Why does SnSe2, at fixed volume and with frozen fractional coordinates, resist a stretch along its stacking axis twice as strongly as a squash of the same size, and why does its band gap close in both directions? The scales to remember are these. Changing $c/a$ at fixed volume by a fifth to a quarter costs of the order of 100 meV per atom, drives the stresses along and across the axis apart by about 10 GPa, and removes a gap of 0.7 eV. The same distortion lengthens the Sn–Se bond by about one per cent. The shape of the selenium packing changes far more than the bond does, and the main course of the energy and the gap can be read from that, though not the pressure.

CdI2-type SnSe2 (starting cell a = 3.811, c = 6.137 Å, not relaxed at this level), with c/a varied at fixed volume and fixed fractional coordinates. Ansatz 0.2.0, plane-wave PAW, PBE with D3(BJ), scalar-relativistic, no spin polarisation, 420 eV cutoff, Gamma-centred 9×9×6 k mesh, 0.05 eV Gaussian smearing. Energies are free energies; pressure is positive in compression.

| axial ratio (over its starting value) | energy change (meV/atom) | pressure (GPa) | gap on mesh (eV) |
| --- | --- | --- | --- |
| 0.8 | 119.1 | 1.74 | 0.000 |
| 0.85 | 77.2 | 2.23 | 0.118 |
| 0.92 | 29.1 | 2.67 | 0.160 |
| 0.96 | 10.3 | 2.84 | 0.510 |
| 1 | 0.0 | 2.96 | 0.699 |
| 1.05 | 0.7 | 3.07 | 0.624 |
| 1.1 | 17.8 | 3.17 | 0.428 |
| 1.2 | 102.5 | 3.50 | 0.000 |
| 1.3 | 241.1 | 4.07 | 0.000 |

The axial ratio $x$ is $c/a$ divided by its value in the starting cell, the energy change is the free energy per atom less that of the row $x=1$, the pressure is the mean of the three diagonal stresses (positive in compression), and the gap on mesh is the smallest gap found among the sampled k points. The level is PBE with a dispersion correction. At fixed volume $a^2c$ is constant, so
$$a=a_0\,x^{-1/3},\qquad c=c_0\,x^{2/3}.$$
The natural measure of strain is $\ln x$, and on that scale the two end rows lie almost equally far from the minimum. A harmonic crystal would give $E(1.3)/E(0.8)=0.97$, whereas the table gives 2.02.

In the CdI2 structure the Se atoms form hexagonal sheets stacked ABAB, and Sn fills the octahedral holes in every second slab between sheets. The Se sheets sit at heights $\pm zc$ from the Sn sheet, and the scan holds $z$ fixed. The Sn–Se distance is $d=\sqrt{a^2/3+z^2c^2}$, and the distance of 2.682 Å that the calculation gives at $x=1$ fixes $z=0.250$, which reproduces the distances of all other rows to 0.001 Å. With $z=1/4$ the filled slab and the empty van der Waals slab are both $c/2$ thick and are strained alike. The scan therefore deforms the covalent layer as much as the space between layers, which a real crystal under load would not do.

Each Se then has twelve Se neighbours, six in its own sheet at $a$ and six in the adjacent sheets at $s=\sqrt{a^2/3+c^2/4}$. The two distances are equal at $c/a=\sqrt{8/3}$, the ideal close packing, which is $x=1.014$ for this cell. With $\eta=\ln(x/1.014)$ and $r_0$ the common distance,
$$\frac{a}{r_0}=1-\frac{\eta}{3}+\frac{\eta^2}{18}+\dots,\qquad \frac{s}{r_0}=1+\frac{\eta}{3}+\frac{5\eta^2}{18}+\dots$$
The linear terms cancel, so any Se–Se pair energy summed over the twelve neighbours is stationary at ideal packing. At the same point the SnSe$_6$ octahedron is regular and $d$ passes through its minimum, which is why the bond changes only in second order while the Se–Sn–Se angle within a sheet runs from 98° to 80° over the scan.

The true minimum of the path can be located from the stresses of the same calculations. With $V$ the volume per atom and $\Delta\sigma=\sigma_\parallel-\sigma_\perp$ the stress along the axis less that across it, the strains $+\tfrac23\,d\ln x$ and twice $-\tfrac13\,d\ln x$ give $dE/d\ln x=-\tfrac23V\Delta\sigma$, with $\tfrac23V$ converted to meV per GPa. The stress difference is $+1.32$ GPa at $x=1$ and $-1.71$ GPa at the next row, and a straight line in $\ln x$ between the two gives
$$K=\frac{1.32+1.71}{\ln 1.05}=62\ \text{GPa},\qquad \ln x_0=\frac{1.32}{62}=0.021,\qquad \tfrac12\times\tfrac23V\times1.32\times0.021=1.5\ \text{meV}.$$
The relation is an identity of the calculation, so it tests no mechanism.

The minimum thus lies at $x_0=1.022$, about 1.5 meV per atom below the starting cell and within one per cent of ideal packing. The rows 1 and 1.05 sit on opposite sides of it, and their near equality means nothing more than that. The space group is the same in every row and ideal packing adds no symmetry element, so nothing pins the extremum exactly, and these rows do not show what sets the small offset. The stress difference falls from each row to the next and changes sign once, so the rows give no sign of a second minimum.

If contacts between Se atoms dominate the energy, the asymmetry is clearest in the two limits. On stretching, the six contacts within a sheet shorten as $x^{-1/3}$ without a turning point, because atoms in one plane have nowhere to go. On squashing, the sheets approach while their triangular hollows widen, so each atom sinks into a larger hollow: the quadratic term of $s$ works against the linear one five times as strongly as it does for $a$, and $s$ would stop shortening altogether at half the ideal $c/a$. The shortest Se–Se contact is accordingly 3.55 Å at $x=0.8$ and 3.49 Å at $x=1.3$. This argument uses only the stacking and $z\approx1/4$, so the contact picture would give a soft squashed side to other close-packed anion sheets on such a frozen path too.

The simplest quantitative form is an exponential repulsion between these neighbours,
$$E(x)=B\left[e^{-(a-r^*)/\rho}+e^{-(s-r^*)/\rho}\right]-(\text{same at }x=1),$$
with $r^*=3.8$ Å an arbitrary reference length absorbed in $B$. A least-squares fit to the energies of all nine rows, scanning $\rho$ and solving for $B$, gives $\rho=0.60$ Å and $B=1307$ meV. For the row $x=1.3$, which was part of the fit, $a=3.492$ Å and $s=4.176$ Å, against 3.811 and 3.777 Å at the start:
$$E=1307\,[\,1.671+0.534-0.982-1.039\,]\ \text{meV}\approx 241\ \text{meV},$$
which matches the table.

Over all rows the model deviates from the tabulated energies by 2.5 meV per atom rms, at worst by about 4 meV at 0.92 and 1.1, and around the start the deviations pass from negative to positive because the model keeps its minimum at ideal packing. The harmonic curve built from $K$ and $x_0$ overshoots the energy at $x=0.8$ by 78 meV per atom. A one-constant fit of $(\theta-90^\circ)^2$ in the octahedral angle $\theta$ to the same rows has the right sense of asymmetry, with an end-to-end ratio of 1.50. Bending and contact terms are stationary at the same point and add, and these rows do not separate them. The fitted $\rho$ is about twice the rough recalled range of closed-shell repulsion and trades against $B$, so the exponential should be read as a stand-in for everything that depends on the packing.

The two ends of the scan depart from the model in their stiffness, $-d\Delta\sigma/d\ln x$ between neighbouring rows. On the squashed side the model softens for the geometric reason above, but between 0.85 and 0.8 the calculation has only 2 GPa left where the model keeps 12 GPa, so the energy there rises almost linearly in $\ln x$. On the stretched side the calculated stiffness grows to 86 GPa and then drops to 78 GPa in the last interval, while the model goes on rising. A guess is that in the gapless rows electrons moving from the valence top into the conduction band relieve part of the stress. This cannot be the whole cause, since between 0.92 and 0.85, where both rows keep a gap on the mesh, the calculation is already softer than the model (18.5 against 27.4 GPa). The gapless rows were also computed on a mesh chosen for an insulator and not tested for convergence, so part of the softening may be numerical.

The forces show what the contact picture leaves out. With $z=1/4$ it puts three equal contacts above and three below each Se and so gives almost no force, whereas the calculation finds 1.33 eV/Å along the axis at $x=0.8$ and 0.73 eV/Å at the start. The force falls with every row and reverses near $x=1.12$, the only point of the path where the frozen height is an equilibrium. The bonds are almost equally long at the two ends of the scan, where the forces are opposite, so bond length alone cannot set the sign. The physical reading, argued from the resistance of the octahedron to a change of shape, is that the tin-filled slab resists changes of thickness more than the empty slab does: where the path makes the layer too thin the Se atoms are pushed outward into the van der Waals space, and where it makes the layer too thick they are pulled back. This does not explain where the force vanishes: at the start the octahedron is almost regular, with an angle of 90.5°, yet the force is already 0.73 eV/Å. Either the preferred shape is not the regular one or a further push acts on the Se atoms. Sn–Se bonds held shorter than PBE prefers would give such a push, and the positive pressure at the start is in line with that, but these rows do not prove it.

Releasing the Se atoms would therefore reshape the curve. For a restoring constant $k$ per Se the gain is $F^2/2k$ on two of three atoms, or $F^2/3k$ per atom, and a rough recalled frequency of about 190 cm$^{-1}$ for the symmetric Se mode puts $k$ near 10 eV/Å$^2$. This gives tens of meV per atom on the squashed side and at the start, and less than one meV at $x=1.1$. The gain at the start is of the same order as the 17.8 meV rise up to that row, so relaxation would soften the squashed side further and could carry the minimum below $x=1$. The closeness of $x_0$ to ideal packing holds for the frozen path only.

The pressure rises in every step, yet its whole range of a little over 2 GPa is a small remainder of large and opposite changes in the stresses along and across the axis. At $x=1.3$ the sheets are compressed and the axis is in tension, and $(2\times10.39-8.59)/3$ agrees with the tabulated 4.07 GPa within rounding. Linear elasticity for a trigonal crystal gives
$$\frac{dP}{d\ln x}=\tfrac29\,(C_{11}+C_{12}-C_{13}-C_{33}),\qquad 3K=C_{11}+C_{12}+2C_{33}-4C_{13},$$
if the small corrections from the prestress are ignored. In the isotropic limit the first combination vanishes and a shape change at fixed volume makes no pressure in first order. A rising pressure means that the sheets are stiffer than the axis.

The excess is modest. The rows on either side of the start give $(3.07-2.84)/\ln(1.05/0.96)=2.6$ GPa, so the first combination is of the order of 10 GPa, against $3K\approx186$ GPa. With the Se height frozen, every strain along $c$ is forced onto the stiff layer, and the crystal looks nearly isotropic although a layered solid is known to be much softer along its axis. These are clamped-ion constants of a cell that is not relaxed and stands under about 3 GPa at the start, a pressure to which the untested cutoff may contribute.

The contact model fails on the pressure. Being stationary at ideal packing, it predicts a rise on both sides, by 0.78 GPa relative to the start at $x=0.8$, where the table falls by 1.22 GPa. Lengthening the Sn–Se bonds makes them push outward less, or pull inward more, and so lowers the pressure at both ends, which has the direction needed. The bonds are lengthened about equally at the two ends, however, while the shortfall at the squashed end is about three times that at the stretched end, so this can account for only part of it. A good fit to the energy along one path evidently says little about the response to volume.

The gap follows the same geometry. The valence band of SnSe2 is mainly Se 4p and the lowest conduction band is the Sn 5s–Se 4p antibonding band, as is standard for tin(IV) chalcogenides. Closer Se–Se contacts widen the 4p bands and push their top upward, through orbitals along the axis when the sheets approach and through orbitals in the plane when $a$ shrinks, so two branches are expected, with the gap largest where they cross, provided the conduction edge moves less. The rows list only the gap, so the share of each band edge is not tested. The numbers agree in order: ranked by the shorter of $a$ and $s$, the gap never increases as the contact shortens, and it is zero in the three rows with the shortest contacts. They do not fall on one curve, since contacts of 3.69 Å on the stretched side and 3.68 Å on the squashed side go with gaps of 0.428 and 0.160 eV.

The squashed branch is irregular. A straight line through the rows 0.96 and 0.92 would close the gap near 0.90, yet 0.118 eV remains at 0.85. A change of the k point or band that forms the edge, the coarse sampling, or a closing followed by a reopening could each produce such a plateau, and choosing among them would be a guess. The odd mesh in the plane misses the zone-edge points M and L, and the conduction minimum of bulk SnSe2 is known to lie at L, so each tabulated gap is an upper bound to the PBE gap and the plateau rows may already be gapless at this level.

PBE in turn underestimates gaps and spin-orbit coupling is absent, so the ratios at which the gap closes belong to these settings alone. On this path the mesh gap shrinks for strain of either sign: widening $a$ by 1.4 % (3.863 against 3.811 Å) goes with a loss of about 0.2 eV. A crystal free to relax would change its volume and let the van der Waals space take up most of the axial strain, so the slopes found here with frozen Se heights do not apply to it.
